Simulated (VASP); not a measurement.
Write the native input for VASP 6.6.1 that does the following.

```
Task                   : relaxation of cell and atoms
Functional             : PBE
Potentials or basis    : VASP PAW PBE potentials, release 64 (Al, Zn, O)
Cutoff                 : 600 eV
k mesh                 : 6 × 6 × 4
Occupations            : gaussian, width 0.1 eV
Spin                   : no spin polarisation
Dipole correction      : no
Further INCAR settings : ALGO = Fast; EDIFF = 1e-06; IBRION = 2; EDIFFG = -0.04; NSW = 90; ISIF = 3
```

The structure of Al2Zn3O lies in POSCAR:

```
Al2Zn3O
1.0
    5.0444689700      0.0000000000      0.0000000000
   -2.5222344800      4.3686382800      0.0000000000
    0.0000000000      0.0000000000      3.9137110100
Al Zn O
2 3 1
Direct
    0.3333333300      0.6666666700      0.0000000000
    0.6666666700      0.3333333300      0.0000000000
    0.5000000000      0.0000000000      0.5000000000
    0.5000000000      0.5000000000      0.5000000000
    0.0000000000      0.5000000000      0.5000000000
    0.0000000000      0.0000000000      0.0000000000
```

The cell was built by a generator and needn't be a form met in nature.

The cell isn't the ideal one: species swapped into the SmAl3Pd2 type (P6/mmm, No. 191).

These files were run (other wordings do the same):

INCAR

```
SYSTEM = Al2Zn3O
ALGO = Fast
EDIFF = 1E-6
EDIFFG = -0.04
ENCUT = 600
GGA = PE
IBRION = 2
ISIF = 3
ISMEAR = 0
LASPH = .True.
LCHARG = .False.
LREAL = .False.
LWAVE = .False.
NELM = 100
NSW = 90
PREC = Accurate
SIGMA = 0.1
```

KPOINTS

```
k-points
0
Gamma
  6 6 4
  0 0 0
```

Potentials or basis: VASP PAW PBE potentials, release 64 (Al, Zn, O).

Launch:

```console
$ cat potpaw_PBE.64/Al/POTCAR potpaw_PBE.64/Zn/POTCAR potpaw_PBE.64/O/POTCAR > POTCAR
$ mpirun -np 1 vasp_std > vasp.out
```

It gave:

```
Relaxed volume                         : 16.14 Å³/atom
Relaxed cell                           : a = 4.951 Å, b = 4.951 Å, c = 4.561 Å, α = 90.00°, β = 90.00°, γ = 120.00°
Space group after relaxing (to 0.05 Å) : P6/mmm (No. 191)
Energy gained by relaxing              : 174.4 meV/atom
Ionic steps                            : 7
Pressure after relaxing                : 0.2 GPa
Band gap on the k mesh                 : none (metal or under the smearing width)
```

Caveat: the k mesh is coarse (spacing up to 0.40 Å⁻¹), so the values aren't converged.

Wall time 4.2 min on 1 thread of Intel(R) Xeon(R) Platinum 8488C (Sapphire Rapids) (shared host), peak memory 0.25 GiB.
